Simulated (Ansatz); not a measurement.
# Si2Mo: one crystal by all-electron and frozen-core methods, part 2 of 2

Does the method matter for Si2Mo? The same cell, functional and mesh are run with LAPW, all electrons, PAW with frozen cores and all-electron PAW on datasets made for the crystal.

Ansatz 0.2.0; DFT PBE; a database cell (COD). «Crystal datasets» are all-electron PAW datasets made for this crystal. Earlier steps stand in the parts before.

## Step 3: PAW with frozen cores

input.yaml

```yaml
crystal:
  lattice:
    - [-1.6, 1.6, 3.9305]
    - [1.6, -1.6, 3.9305]
    - [1.6, 1.6, -3.9305]
  atoms:
    - { symbol: Si, position: [0.333, 0.333, 0.0] }
    - { symbol: Si, position: [0.667, 0.667, 0.0] }
    - { symbol: Mo, position: [0.0, 0.0, 0.0] }
kpoints:
  mp_grid: { grid: [12, 12, 16] }
  band_path:
    path:
      - [0.0, 0.0, 0.0]
      - [0.0, 0.0, 0.5]
      - [0.25, 0.25, 0.25]
      - [0.0, 0.5, 0.0]
      - [0.0, 0.0, 0.0]
      - [0.5, 0.5, -0.5]
      - [0.2914270847, 0.7085729153, -0.2914270847]
      - [-0.2914270847, 0.2914270847, 0.2914270847]
      - [0.0, 0.0, 0.0]
    npoints: 8
scf:
  occupations: { method: fermi_dirac, width: 0.03 }
hamiltonian:
  xc: pbe
  pseudopotentials: { kind: paw }
output:
  forces: true
  stress: true
  eigenvalues: true
  efg: { contact_densities: true }
  populations: true
  bader: true
  dos: { projected: true, de: 0.2, e_range: [-14, 8] }
```

Standard output:

```text
Warning: crystal.symmetry: narrowed to the stabiliser of the k-point mesh — unitary ops 16 → 4; excluded 12 operations that carry a point of the 12×12×16 mesh (shift [0, 0, 0]) off the mesh (the run samples exactly the mesh kpoints.mp_grid names, as under crystal.symmetry.detect: false, and its converged state has the mesh's symmetry, not the crystal's; ε∞, the Born charges and the force constants of a linear response (`dielectric:` by the response, `phonons.method: dfpt`) are averaged over those of the crystal's operations that the state keeps within a tolerance, where `mesh_tensors`, `unaveraged_element` or `gamma_mean_max_change_ev_ang2` stands beside them; a row that `dielectric.field_direction` solves alone is averaged likewise, with nothing beside; a Γ-centred mesh of equal divisions is mapped onto itself by every operation and keeps the whole group, as does a half-shifted one under kpoints.further_shifts: images)
basis.fft_grid_basis auto: the FFT boxes are laid along the combinations [[1, 0, 1], [0, 1, 1], [0, 0, 1]] of the cell's own vectors, 3.200, 3.200 and 4.535 Å long. The dense box has 24×24×32 points. Along the cell's own vectors, as sized, it would have 32×32×32, 1.78 times as many. Of the 16 symmetry operations that the crystal satisfies within crystal.symmetry.tolerance (time reversal apart; of a slab, those that keep its plane) the dense box along the cell's own vectors carries 16, and the one as laid loses 12 of those. basis.fft_grid_basis: typed keeps the cell's own vectors: state it where this run's energies or levels are differenced outside the engine with another run's, or held beside a run that keeps those vectors.
Mo: output.efg is read without spin–orbit coupling, which moves field gradients at and beside such atoms by some per cent and up to a factor of two; PAW files take it under magnetization.noncollinear and magnetization.spin_orbit
Engine: ansatz 0.2.0
Pseudopotentials: kind: paw
Pseudopotential: Si, paw, valence charge 4, recommended cutoff 420 eV (normal)
Pseudopotential: Mo, paw, valence charge 14, recommended cutoff 420 eV (normal)
Functional definition: PBE
  parameter kappa = 0.804
  parameter beta = 0.06672455060314922
  exchange = pbe_x(kappa = kappa, mu = beta*pi^2/3)
  correlation = pbe_c(beta = beta)
Crystal: 3 atoms, lattice volume = 40.248 Å³
Basis set: ecut = 420 eV, 769 PW (Γ), FFT grids on a1+a3, a2+a3, a3, exchange–correlation on 48×48×64 points (8 copies of the dense FFT grid, shifted against one another)
Bands: 15, of which v1, the nominal top of the filled ones, is band 11 counted from 1 (10 counted from 0)
Symmetry: 4 space group operations
k-points: 632 of 2304
Non-local potential: Si, projectors of the file, l = 0: 2, l = 1: 2, l = 2: 2
Non-local potential: Mo, projectors of the file, l = 0: 3, l = 1: 2, l = 2: 2, l = 3: 1
PAW form: soft (Blöchl's): semilocal exchange-correlation on the pseudo side does not see the compensation charge
PAW one-centre angular grid: Si, 110 points (default); XC on 64 Gauss nodes
PAW one-centre angular grid: Mo, 590 points (default); XC on 64 Gauss nodes
Initial density: superposition of atomic densities (neutral atoms: chi_scale 0, normalization atom), corrected by the library's trained network
Initial wavefunctions: pseudopotential atomic-orbital guess
Functional: x = pbe(κ = 0.804, μ = 0.2195149727645171), c = pbe(β = 0.06672455060314922)
SCF iter   1: F=—  HF=-6229.119054 eV  |F-HF|=—  |Δ(HF+E_count)|=         —  Δρ=4.76e-3  dr2=8.52e-3  ethr=1.77e-3  ⟨swp⟩=5.9  Hψ=55412  notcnv=0
preconditioner: auto → Kerker (q_TF=auto, 2.467 Å⁻¹)  [metal: Δε(μ)=0.005 eV  Ē_g=7.721 eV  σ=0.030 eV  W_gap=0.04  n_scr=10 (ndim 8)  ℏωp=21.9 eV  f_vac=0.000  D(μ)=0.25/eV (n_scr^D=0)]
SCF iter   2: F=—  HF=-6229.117948 eV  |F-HF|=—  |Δ(HF+E_count)|=   1.11e-3  Δρ=2.54e-3  dr2=2.46e-3  ethr=3.87e-5  ⟨swp⟩=1.5  Hψ=15080  notcnv=0
SCF iter   3: F=—  HF=-6229.117468 eV  |F-HF|=—  |Δ(HF+E_count)|=   4.80e-4  Δρ=4.94e-4  dr2=1.89e-4  ethr=1.12e-5  ⟨swp⟩=2.7  Hψ=15991  notcnv=0
SCF iter   4: F=—  HF=-6229.117429 eV  |F-HF|=—  |Δ(HF+E_count)|=   3.90e-5  Δρ=1.48e-4  dr2=6.86e-6  ethr=8.59e-7  ⟨swp⟩=2.3  Hψ=12464  notcnv=0
SCF iter   5: F=—  HF=-6229.117417 eV  |F-HF|=—  |Δ(HF+E_count)|=   1.15e-5  Δρ=2.58e-5  dr2=2.73e-7  ethr=3.12e-8  ⟨swp⟩=2.1  Hψ=13377  notcnv=0
SCF iter   6: F=-6229.117417 eV  HF=-6229.117417 eV  |F-HF|=2.34e-9  |Δ(HF+E_count)|=   1.58e-8  Δρ=4.46e-6  dr2=6.55e-9  ethr=4.55e-10  ⟨swp⟩=5.0  Hψ=39910  notcnv=0
SCF 1 converged in 6 iterations: F = -6229.117417 eV  dr2 = 6.55e-9
NSCF: frozen V_eff on 65 k-points
SCF converged after 6 iterations
Free energy (F): -6229.117417 eV
Harris-Foulkes:  -6229.117417 eV  (|F-HF|=2.34e-9)
Internal energy: -6229.116699 eV  (E = F + TS)
E sigma→0 (E₀):  -6229.117058 eV
Entropy (-TS):   -0.000718 eV (-0.239 meV/atom)
Fermi energy:    16.012006 eV
--- Per-component energies (eV) ---
  E_band       = -46.624652
  E_kinetic    = 531.231182
  E_local      = -1147.707842  (includes V_loc(G=0)·N_el)
  E_nonlocal   = 192.662610
  E_hartree    = 427.484518
  E_xc         = -298.470816
  E_vxc        = -328.821017  (∫ρ·V_xc dr)
  E_paw        = -4226.794273  (= ΣΔE_a)
  E_vpaw       = -148.956400  (= ΣTr[D̂ρ^β])
  E_aug_tail   = 0.000041  (compensation charges beyond the density's cutoff)
  E_ewald      = -1707.522119
  E_smearing   = -0.000718  (= −TS)
  E_closure    = -0.000000  (closes the sum)
  Σ components = -6229.117417   (vs F -6229.117417, Δ=0.00e0)
--- Forces (eV/Å), atoms counted from 1 ---
  atom   1  Si     0.00070311     0.00070311     0.28403338
  atom   2  Si    -0.00070311    -0.00070311    -0.28403338
  atom   3  Mo     0.00000000     0.00000000    -0.00000000
  max |Σ_I F_I| component: 2.68e-29 eV/Å
--- Stress (GPa, compression-positive) ---
        2.636793       0.011170      -0.005706
        0.011170       2.636793      -0.005706
       -0.005706      -0.005706       1.412354
  P = ⅓ Tr σ = 2.2286 GPa (22.286 kbar)
--- PAW observables at the nuclei: V_zz in 10²¹ V/m², potentials from the cell's mean, atoms counted from 1 ---
  atom   1  Si V_zz =    -1.166853   η = 0.0074   by run symmetry: allowed
            electrostatic potential = -1368.158960 V   contact ρ = 12810.602847 e/Å³
  atom   2  Si V_zz =    -1.166853   η = 0.0074   by run symmetry: allowed
            electrostatic potential = -1368.158960 V   contact ρ = 12810.602847 e/Å³
  atom   3  Mo V_zz =    -5.813870   η = 0.0113   by run symmetry: allowed
            electrostatic potential = -6357.911296 V   contact ρ = 595248.357417 e/Å³
--- Band table (eV; the first three rows and the last of 632) ---
  k-point 0: bands = ["-44.7510", "-18.9140", "-18.8126", "-18.8117", "2.5253", "9.6464", "12.5178", "12.9676", "13.3264", "13.3269", "16.3958", "19.0614", "19.0961", "19.6213", "19.6218"]
  k-point 1: bands = ["-44.7496", "-18.9120", "-18.8213", "-18.8209", "2.6462", "9.7552", "12.0771", "13.0025", "13.0135", "13.8020", "15.9480", "18.6842", "19.3285", "19.4229", "19.6746"]
  k-point 2: bands = ["-44.7456", "-18.9066", "-18.8482", "-18.8443", "3.0024", "10.0522", "11.4971", "12.2920", "13.1119", "14.3801", "14.9215", "18.2407", "19.3468", "19.6104", "19.7880"]
  k-point 631: bands = ["-44.7504", "-18.9380", "-18.8143", "-18.8133", "4.3459", "5.9874", "12.4866", "13.6995", "15.3965", "15.3972", "15.4585", "15.4588", "16.5302", "20.6026", "21.1416"]
--- Löwdin populations: 3 sites ---
  site symbol       q [e]
     0     Si      3.8601
     1     Si      3.8601
     2     Mo     14.0705
  spilling = 0.009517 (of n_electrons = 22.000000)
--- Bader charges: 3 sites ---
  site symbol  charge [e]  shift [e]
     0     Si     -0.0670     0.0023
     1     Si     -0.0669     0.0023
     2     Mo      0.1340     0.0046
  estimated error of the sums over rays = 6.1e-4 e
```

Wall time 35 s (1 thread, shared host).

Read from it: pressure 2.23 GPa; no gap; largest force 0.284 eV/Å; Vzz Si1 -1.2, Mo3 -5.8 (10²¹ V/m²).

| atom | Bader charge (e) | basin volume (Å³) |
| --- | --- | --- |
| Si1 | -0.07 | 12.84 |
| Mo3 | +0.13 | 14.58 |

## Step 4: All-electron PAW on datasets made for the crystal

Edit input.yaml of step 3 so:

```diff
@@ -27,3 +27,3 @@
   xc: pbe
-  pseudopotentials: { kind: paw }
+  pseudopotentials: { kind: all_electron, datasets: crystal }
 output:
@@ -33,4 +33 @@
   efg: { contact_densities: true }
-  populations: true
-  bader: true
-  dos: { projected: true, de: 0.2, e_range: [-14, 8] }
```

Standard output (excerpt; [...] marks lines left out):

```text
Warning: crystal.symmetry: narrowed to the stabiliser of the k-point mesh — unitary ops 16 → 4; excluded 12 operations that carry a point of the 12×12×16 mesh (shift [0, 0, 0]) off the mesh (the run samples exactly the mesh kpoints.mp_grid names, as under crystal.symmetry.detect: false, [...]
Mo: output.efg is read without spin–orbit coupling, which moves field gradients at and beside such atoms by some per cent and up to a factor of two; PAW files take it under magnetization.noncollinear and magnetization.spin_orbit
[...]
[... 1 set-up line as earlier in the session ...]
Pseudopotential: Si, paw, valence charge 4, recommended cutoff 300 eV (normal), Koelling and Harmon's equation, gaussian nucleus
Pseudopotential: Mo, paw, valence charge 14, recommended cutoff 300 eV (normal), Koelling and Harmon's equation, gaussian nucleus
[... 1 set-up line as earlier in the session ...]
[...]
Crystal: 3 atoms, lattice volume = 40.248 Å³
[...]
  atom   2  Si    -0.00069856    -0.00069856    -0.28332444
  atom   3  Mo     0.00000000    -0.00000000     0.00000000
[...]
--- Stress (GPa, compression-positive) ---
        2.664900       0.011350      -0.005666
        0.011350       2.664900      -0.005666
       -0.005666      -0.005666       1.447213
  P = ⅓ Tr σ = 2.2590 GPa (22.590 kbar)
  It holds what live shells' own plane waves past their cutoff add
--- PAW observables at the nuclei: V_zz in 10²¹ V/m², potentials from the cell's mean, atoms counted from 1 ---
  atom   1  Si V_zz =    -1.151927   η = 0.0074   by run symmetry: allowed
            electrostatic potential = -1368.027709 V   contact ρ = 12819.584820 e/Å³
  atom   2  Si V_zz =    -1.151927   η = 0.0074   by run symmetry: allowed
            electrostatic potential = -1368.027709 V   contact ρ = 12819.584820 e/Å³
  atom   3  Mo V_zz =    -5.855910   η = 0.0113   by run symmetry: allowed
            electrostatic potential = -6357.981339 V   contact ρ = 595302.461057 e/Å³
--- Band table (eV; the first three rows and the last of 632) ---
  k-point 0: bands = ["4.6617", "11.7821", "14.6524", "15.1046", "15.4632", "15.4637", "18.5334", "21.1962", "21.2345"]
[...]
```

Run time: 34 s. Hardware: 1 thread, shared host.

Result: pressure 2.26 GPa; no gap; largest force 0.283 eV/Å; Vzz Si1 -1.2, Mo3 -5.9 (10²¹ V/m²).

| atom | contact density (e/Å³) |
| --- | --- |
| Si1 | 12819.58 |
| Mo3 | 595302.5 |

## Step 5: The methods compared

```
          method  pressure (GPa)  largest force (eV/Å)  Vzz Si1 (10²¹ V/m²)  Vzz Mo3 (10²¹ V/m²)  SCF cycles, all passes
            LAPW            2.26                 0.283                    –                    –                      10
             PAW            2.23                 0.284                -1.17                -5.81                       6
crystal datasets            2.26                 0.283                -1.15                -5.86                       9
```

## Step 6: What came out

This closing draws on all 2 parts.

| quantity | value |
| --- | --- |
| pressure | LAPW 2.26, PAW 2.23, crystal datasets 2.26 GPa |
| gap (LAPW) | none |
| largest force | LAPW 0.283, PAW 0.284, crystal datasets 0.283 eV/Å |
| Bader charges (PAW) | Si1 -0.07, Mo3 +0.13 e |

The pressure of 2.3 GPa pushes the cell to expand, with the atoms held in place. There is no gap at this level; the crystal is a metal here. Within 0.3 eV of the Fermi level the largest projected share is Mo 4d (69 %). The projection holds only the free atom's occupied shells (Si 3s, Si 3p, Mo 5s, Mo 4d in this range). The field gradient at Mo3, the largest by crystal datasets, is -5.81 by PAW and -5.86 by crystal datasets (10²¹ V/m²), within 5 %. No spin–orbit coupling: at heavy atoms the gradients can be off by tens of per cent for that reason. In pressure, PAW differs from LAPW by -0.03 GPa. The forces differ by at most 1 meV/Å in a component, on a largest force of 0.283 eV/Å. LAPW took about 2.5 times as long as PAW (85 s against 35 s, on a shared host and with the outputs that each input asks for). The k mesh doesn't keep the crystal's whole symmetry, which leaves small spurious terms.
